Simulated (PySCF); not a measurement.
Computed and published core binding energies of `Nc1ccccc1`

What was measured (core binding energies): C 1s of C5 289.85 eV [1]; C 1s of C3/C7 289.95 eV [1]; C 1s of C4/C6 290.25 eV [1]; C 1s of C2 291.29 eV [1]; N 1s of N1 405.31 eV [2]. Sources and the comparison follow the method.

Compound: C6H7N.
Numbering: `[NH2:1][c:2]1[cH:3][cH:4][cH:5][cH:6][cH:7]1`

Structure used (PBE0-D3(BJ)/def2-TZVP), in Å, numbered top down from 1:
```xyz
14
C6H7N angstrom
N      2.3008   -0.1159    0.1012
C      0.9183   -0.0472    0.0388
C      0.2490    1.1391    0.3465
C     -1.1341    1.1891    0.3370
C     -1.8841    0.0648    0.0231
C     -1.2218   -1.1154   -0.2828
C      0.1609   -1.1770   -0.2761
H      2.7234   -0.8529   -0.4384
H      2.7837    0.7614   -0.0004
H      0.8229    2.0254    0.5977
H     -1.6308    2.1224    0.5778
H     -2.9661    0.1081    0.0159
H     -1.7887   -2.0054   -0.5322
H      0.6649   -2.1086   -0.5133
```

Method used: delta-SCF UKS SCAN, pcX-3 on the ionised atom, pcseg-2 elsewhere, spin-free X2C (PySCF). Vertical ΔSCF values, vacuum level as zero.

```csv
atom,environment,level,this calculation (eV),reference (eV),difference (eV),source
C5,aromatic CH carbon,C 1s,289.50,289.85,-0.35,[1]
C3/C7,aromatic CH carbon,C 1s,289.68,289.95,-0.27,[1]
C4/C6,aromatic CH carbon,C 1s,289.89,290.25,-0.36,[1]
C2,aromatic carbon bearing nitrogen,C 1s,291.13,291.29,-0.16,[1]
N1,aniline-type nitrogen,N 1s,405.27,405.31,-0.04,[2]
```

[1] measured, gas; Chong, Molecules 2021, 26, 1947 (electron spectra of vapor-phase indole and four azaindoles)
[2] measured, gas; CORE65 (Golze, Keller, Rinke, J. Phys. Chem. Lett. 2020, 11, 1840), as tabulated in Jana, Herbert, J. Chem. Phys. 2023, 158, 094111, SI

Question: How well does this level of theory reproduce the measurements here?

Answer: Over the 5 different measured values (5 distinct lines) the mean signed difference is -0.24 eV, the mean unsigned one 0.24 eV and the largest 0.36 eV. The calculation is vertical and has no vibrational structure, and measured positions depend on the energy calibration.

Lowest listed C 1s: C5, bonded to 2 C (aromatic in the SMILES) and H. Highest, 1.63 eV above it: C2, bonded to N and 2 C (aromatic in the SMILES). Summing the Pauling electronegativity differences to the bonded atoms, each weighted by its formal bond order, gives -0.35 for the lowest site and +0.49 for the highest; no listed site has a larger sum than the highest.

The first atom of each set that the bonding makes equivalent was ionised and stands for the set. Spin contamination (⟨S²⟩ against 0.75 for a pure doublet) is marked for C 1s of C2 (0.87), which makes this value less certain. Geometry: PBE0-D3(BJ)/def2-TZVP; no solvent, vibrations or thermal averaging.
